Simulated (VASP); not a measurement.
Runs of VASP 6.6.1 on CdSe (Cadmoselite). The structure is hexagonal, space group P6_3mc (No. 186). Conventional cell: a = 4.300 Å, b = 4.300 Å, c = 7.020 Å, α = 90.00°, β = 90.00°, γ = 120.00°. Around Cd (site symmetry 3m) lie 4 Se at 2.61 to 2.70 Å. Se (site symmetry 3m) is surrounded by 4 Cd at 2.61 to 2.70 Å. 

| task | cell | gap on the mesh (eV) | pressure (GPa) | largest force (eV/Å) |
| --- | --- | --- | --- | --- |
| relaxation of shape and atoms at fixed volume | atoms relaxed at fixed volume from: a relaxed cell with its volume scaled by 1.06 | (b) | -2.3 | - |
| relaxation of shape and atoms at fixed volume | atoms relaxed at fixed volume from: a relaxed cell with its volume scaled by 1.04 | 0.45 | -1.6 | - |
| relaxation of cell and atoms | relaxed | 0.53 | 0.0 | 0.01 |
| relaxation of shape and atoms at fixed volume | atoms relaxed at fixed volume from: a relaxed cell with its volume scaled by 0.98 | 0.58 | 0.9 | - |
| relaxation of shape and atoms at fixed volume | atoms relaxed at fixed volume from: a relaxed cell with its volume scaled by 0.96 | (a) | 2.0 | 0.01 |
| relaxation of shape and atoms at fixed volume | atoms relaxed at fixed volume from: a relaxed cell with its volume scaled by 1.02 | 0.49 | -0.8 | - |
| relaxation of shape and atoms at fixed volume | atoms relaxed at fixed volume | 0.53 | 0.0 | - |
| relaxation of shape and atoms at fixed volume | atoms relaxed at fixed volume from: a relaxed cell with its volume scaled by 0.94 | 0.67 | 3.2 | 0.01 |

Alike in all rows: level PBE; potentials or basis VASP PAW PBE potentials, release 64 (Cd, Se); no spin polarisation; k mesh 9 × 9 × 4; cutoff (eV) 600; smearing gaussian 0.03 eV.

Question: Estimate the missing entries.

Answer: (a) 0.62; (b) 0.40.

Caveats: the relaxation stopped at its first step, so nothing moved (some runs).

A k mesh can miss the band edges, and the runs leave out spin-orbit coupling on Cd, Se.
